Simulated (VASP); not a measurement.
Ta:

```
Ta
1.0
     3.23321    0.00000    0.00000
    -1.61660    2.80004    0.00000
     0.00000    0.00000    8.80589
Ta
4
Direct
  0.00000 0.00000 0.25000
  0.00000 0.00000 0.75000
  0.33333 0.66667 0.75000
  0.66667 0.33333 0.25000
```

The cell was built by a generator and needn't be a form met in nature.

```yaml
Program: VASP 6.6.1
Task: relaxation of cell and atoms
Functional: PBEsol
Potentials_or_basis: VASP PAW PBE potentials, release 64 (Ta_pv)
Cutoff: 600 eV
k_mesh: 6 × 6 × 2
Occupations: gaussian, width 0.1 eV
Spin: no spin polarisation
```

At the start: pressure 188.7 GPa; volume 19.93 Å³/atom.

Q: Where does the relaxation end?

A: Over 20 steps the energy falls by 9842.2 meV/atom and the volume is 21.43 Å³/atom (+7.5 %); space group P6_3/mmc (No. 194, to 0.05 Å).

The path:
```
step  energy change (eV)  largest force (eV/Å)  pressure (GPa)  volume (Å³)
   1              0.0000                0.0000          188.72        79.72
   2             47.8089                0.0000          -47.69       563.02
   3            -19.0450                0.0000          -13.82       274.05
   4            -23.3630                0.0000          -14.29       233.58
   5            -30.7141                0.0000           -4.99       146.95
   6            -30.7132                0.0000           -3.10       143.21
   7            -30.7221                0.0000           -4.07       145.07
   8            -32.2756                0.0000           -6.12       129.95
   9            -37.5937                0.0000           -7.20        99.68
  10            303.1048                0.0000         2288.22        37.22
  11            -37.7497                0.0000           -6.93        98.76
  12            -38.2188                0.0000           29.58        73.67
  13            -39.0654                0.0000           -0.18        88.22
  14            -39.2281                0.0000            5.58        83.30
  15            -39.1209                0.0000           -6.07        90.03
  16            -39.3649                0.0000           -1.05        86.44
  17            -39.3587                0.0000            0.84        85.11
  18            -39.3683                0.0000           -0.38        85.93
  19            -39.3679                0.0000            0.52        85.38
  20            -39.3687                0.0000           -0.03        85.71
```

Final structure:
```yaml
crystal:
  lattice:
    - [4.56890, 0.00000, 0.00000]
    - [-2.28445, 3.95678, 0.00000]
    - [0.00000, 0.00000, 4.74082]
  atoms:
    - { symbol: Ta, position: [0.00000, 0.00000, 0.25000] }
    - { symbol: Ta, position: [0.00000, 0.00000, 0.75000] }
    - { symbol: Ta, position: [0.33333, 0.66667, 0.75000] }
    - { symbol: Ta, position: [0.66667, 0.33333, 0.25000] }
```

Caveat: the k mesh is coarse (spacing up to 0.37 Å⁻¹), so the values aren't converged; the PAW data sets were made with another functional, which shifts forces and pressure a little.
